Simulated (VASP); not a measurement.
# GaN (P6_3mc) in VASP: further runs, part 2 of 2

VASP 6.6.1. The steps go on from the part before.

### 4 Relaxation of shape and atoms at fixed volume, PBEsol (a relaxed cell with its volume scaled by 0.98)

Input file INCAR:

```
SYSTEM = GaN
PREC = Accurate ; ENCUT = 600
EDIFF = 1E-7 ; ISMEAR = 0
SIGMA = 0.03 ; LREAL = .False.
LASPH = .True. ; NELM = 80
ALGO = Normal ; ISIF = 4
LWAVE = .False. ; LCHARG = .False.
GGA = PS ; IBRION = 2
NSW = 40 ; EDIFFG = -0.01
```

Input file KPOINTS:

```
regular mesh
0
Gamma
  12 12 5
  0 0 0
```

Input file POSCAR:

```
GaN                                     
1.0
    3.1588879147      0.0000000000      0.0000000000
   -1.5794439574      2.7356771819     -0.0000000000
   -0.0000000000      0.0000000000      5.1484330105
  Ga              N             
     2     2
Direct
     0.3333333332999970    0.6666666667000030    0.9992402581493666
     0.6666666667000030    0.3333333332999970    0.4992402581493666
     0.3333333332999970    0.6666666667000030    0.3757597418506334
     0.6666666667000030    0.3333333332999970    0.8757597418506334
```

Potentials or basis: VASP PAW PBE potentials, release 64 (Ga_d, N).

Started as:

```sh
$ cat potpaw_PBE.64/Ga_d/POTCAR potpaw_PBE.64/N/POTCAR > POTCAR
$ mpirun -np 1 vasp_std > vasp.out
```

OUTCAR:

```text
SYSTEM = GaN
   PREC = Accurate
   ENCUT = 600
   EDIFF = 1E-7
   ISMEAR = 0
   LREAL = .False.
   LASPH = .True.
   NELM = 80
   ISIF = 4
   GGA = PS
   IBRION = 2
   NSW = 40
   EDIFFG = -0.01

 ion  position               nearest neighbor table
   1  0.333  0.667  0.999-   4 1.93   4 1.93   4 1.93   3 1.94
   2  0.667  0.333  0.499-   3 1.93   3 1.93   3 1.93   4 1.94
   3  0.333  0.667  0.376-   2 1.93   2 1.93   2 1.93   1 1.94
[... 807 lines left out ...]
  Direction    XX          YY          ZZ          XY          YZ          ZX
  --------------------------------------------------------------------------------------
  -------------------------------------------------------------------------------------
  Total        1.1093960      1.1093960      1.0944787     -0.0000000      0.0000000     -0.0000000
  in kB       39.9505761     39.9505761     39.4133870     -0.0000000      0.0000000     -0.0000000
  external PRESSURE =      39.7715130 kB  Pullay stress =       0.0000000 kB

 VOLUME and BASIS-vectors are now :
 -----------------------------------------------------------------------------
  energy-cutoff  :      600.00
  volume of cell :       44.49
      direct lattice vectors                 reciprocal lattice vectors
     3.158887915  0.000000000  0.000000000     0.316567104  0.182770103  0.000000000
    -1.579443957  2.735677182  0.000000000     0.000000000  0.365540206  0.000000000
     0.000000000  0.000000000  5.148433010     0.000000000  0.000000000  0.194233857

 POSITION                                       TOTAL-FORCE (eV/Angst)
 -----------------------------------------------------------------------------------
     -0.00000      1.82378      5.14452        -0.000000      0.000000      0.001879
      1.57944      0.91189      2.57031         0.000000     -0.000000      0.001879
     -0.00000      1.82378      1.93457         0.000000      0.000000     -0.001879
      1.57944      0.91189      4.50879         0.000000     -0.000000     -0.001879
 -----------------------------------------------------------------------------------
    total drift:                               -0.000000     -0.000000     -0.000385

  FREE ENERGIE OF THE ION-ELECTRON SYSTEM (eV)
  ---------------------------------------------------
  free  energy   TOTEN  =       -26.2596358558 eV

  energy  without entropy=      -26.2596358558  energy(sigma->0) =      -26.25963586

 reached required accuracy - stopping structural energy minimisation
```

OSZICAR:

```text
N       E                     dE             d eps       ncg     rms          rms(c)
DAV:   1     0.293356167895E+03    0.29336E+03   -0.20045E+04  2580   0.334E+03
DAV:   2     0.833567143945E+01   -0.28502E+03   -0.27626E+03  2808   0.568E+02
DAV:   3    -0.283772972925E+02   -0.36713E+02   -0.36354E+02  2892   0.165E+02
DAV:   4    -0.299564913678E+02   -0.15792E+01   -0.15743E+01  3516   0.359E+01
DAV:   5    -0.299829264867E+02   -0.26435E-01   -0.26409E-01  2874   0.430E+00    0.103E+01
DAV:   6    -0.262169551507E+02    0.37660E+01   -0.13337E+01  4604   0.592E+01    0.305E+00
DAV:   7    -0.263045577688E+02   -0.87603E-01   -0.17125E+00  2748   0.113E+01    0.263E+00
DAV:   8    -0.262863295485E+02    0.18228E-01   -0.32305E-01  4350   0.904E+00    0.976E-01
DAV:   9    -0.262587708338E+02    0.27559E-01   -0.13264E-01  4488   0.637E+00    0.282E-01
DAV:  10    -0.262596900669E+02   -0.91923E-03   -0.68798E-03  2900   0.910E-01    0.122E-01
DAV:  11    -0.262596317572E+02    0.58310E-04   -0.77177E-04  3938   0.569E-01    0.167E-02
DAV:  12    -0.262596363481E+02   -0.45909E-05   -0.14695E-04  2994   0.958E-02    0.101E-02
DAV:  13    -0.262596360033E+02    0.34476E-06   -0.14004E-05  3426   0.773E-02    0.545E-03
DAV:  14    -0.262596359728E+02    0.30517E-07   -0.21744E-06  3258   0.182E-02    0.373E-03
DAV:  15    -0.262596358506E+02    0.12221E-06   -0.35703E-07  2742   0.758E-03    0.221E-04
DAV:  16    -0.262596358558E+02   -0.52296E-08   -0.53839E-08  1622   0.212E-03
   1 F= -.26259636E+02 E0= -.26259636E+02  d E =-.262596E+02
```

It took 53 s on 1 thread of Intel Xeon Platinum 8559C (Emerald Rapids), shared host; peak memory 0.21 GiB.

Results:

```
Free energy             : -26.2596 eV
Pressure after relaxing : 4.0 GPa
Band gap on the k mesh  : 2.04 eV, direct
```

Final structure:
```
CELL_PARAMETERS angstrom
3.15889 0.00000 0.00000
-1.57944 2.73568 0.00000
0.00000 0.00000 5.14843
ATOMIC_POSITIONS crystal
Ga 0.33333 0.66667 0.99924
Ga 0.66667 0.33333 0.49924
N 0.33333 0.66667 0.37576
N 0.66667 0.33333 0.87576
```

Caveat: the relaxation stopped at its first step, so nothing moved; the PAW data sets were made with another functional, which shifts forces and pressure a little.

### 5 Relaxation of shape and atoms at fixed volume, PBEsol

INCAR is that of step 4.

KPOINTS is that of step 4.

Changes to POSCAR since step 4:

```diff
@@ -2,5 +2,5 @@
 1.0
-    3.1588879147      0.0000000000      0.0000000000
-   -1.5794439574      2.7356771819     -0.0000000000
-   -0.0000000000      0.0000000000      5.1484330105
+    3.1802323995      0.0000000000      0.0000000000
+   -1.5901161997      2.7541620479     -0.0000000000
+   -0.0000000000      0.0000000000      5.1832207753
   Ga              N
```

Started as:

```sh
$ cat potpaw_PBE.64/Ga_d/POTCAR potpaw_PBE.64/N/POTCAR > POTCAR
$ mpirun -np 1 vasp_std > vasp.out
```

Run time: 48 s. Hardware: 1 thread of Intel Xeon Platinum 8559C (Emerald Rapids), shared host; peak memory 0.21 GiB.

Results (log left out):

```yaml
Free_energy: -26.2721 eV
Pressure_after_relaxing: 0.0 GPa
Band_gap_on_the_k_mesh: 1.91 eV, direct
```

Forces in eV/Å, atoms in the order of the input:
```
Ga   0.000  0.000 -0.002
Ga   0.000  0.000 -0.002
N    0.000  0.000  0.002
N    0.000  0.000  0.002
```

Final structure:
```cif
data_structure
_symmetry_space_group_name_H-M 'P 1'
_symmetry_Int_Tables_number 1
_cell_length_a 3.1802
_cell_length_b 3.1802
_cell_length_c 5.1832
_cell_angle_alpha 90.000
_cell_angle_beta 90.000
_cell_angle_gamma 120.000
_cell_volume 45.40
loop_
_atom_site_label
_atom_site_type_symbol
_atom_site_fract_x
_atom_site_fract_y
_atom_site_fract_z
_atom_site_occupancy
Ga1 Ga 0.33333 0.66667 0.99924 1
Ga2 Ga 0.66667 0.33333 0.49924 1
N1 N 0.33333 0.66667 0.37576 1
N2 N 0.66667 0.33333 0.87576 1
```

Levels at points of the mesh, in eV from the valence-band top:
| k point | band 15 | band 16 | band 17 | band 18 | band 19 | band 20 | band 21 | band 22 |
| --- | --- | --- | --- | --- | --- | --- | --- | --- |
| (0.00, 0.00, 0.00) | -1.05 | -0.05 | 0.00 | 0.00 | 1.91 | 4.23 | 9.12 | 9.83 |
| (0.50, 0.00, 0.00) | -4.28 | -2.79 | -2.26 | -1.02 | 4.95 | 5.53 | 5.95 | 8.59 |

Caveat: the relaxation stopped at its first step, so nothing moved; the PAW data sets were made with another functional, which shifts forces and pressure a little.

### 6 The runs side by side

| cell | gap on the mesh (eV) | pressure (GPa) |
| --- | --- | --- |
| atoms relaxed at fixed volume from: a relaxed cell with its volume scaled by 0.94 | 2.32 | 13.4 |
| atoms relaxed at fixed volume from: a relaxed cell with its volume scaled by 0.96 | 2.18 | 8.4 |
| atoms relaxed at fixed volume from: a relaxed cell with its volume scaled by 0.98 | 2.04 | 4.0 |
| atoms relaxed at fixed volume | 1.91 | 0.0 |

Alike in all rows: task relaxation of shape and atoms at fixed volume; level PBEsol; potentials or basis VASP PAW PBE potentials, release 64 (Ga_d, N); no spin polarisation; k mesh 12 × 12 × 5; cutoff (eV) 600; smearing gaussian 0.03 eV.

Caveats: the PAW data sets were made with another functional, which shifts forces and pressure a little; the relaxation stopped at its first step, so nothing moved (some runs).

Total energies depend on the potentials used, so only differences within one code and one set of settings carry meaning.

### 7 How close it comes

Step 5. A measured gap of GaN is 3.503 eV (direct; quoted in “Studying electronic properties in GaN without electrical contacts using γ-γ vs e−-γ Perturbed Angular Correlations”, 2019, pmc:6823545); the calculated 1.91 eV misses it by -1.60 eV. Spin-orbit coupling on Ga is left out. The value is that of PBEsol, without temperature or zero-point motion. Semilocal functionals fall short of measured gaps as a rule.
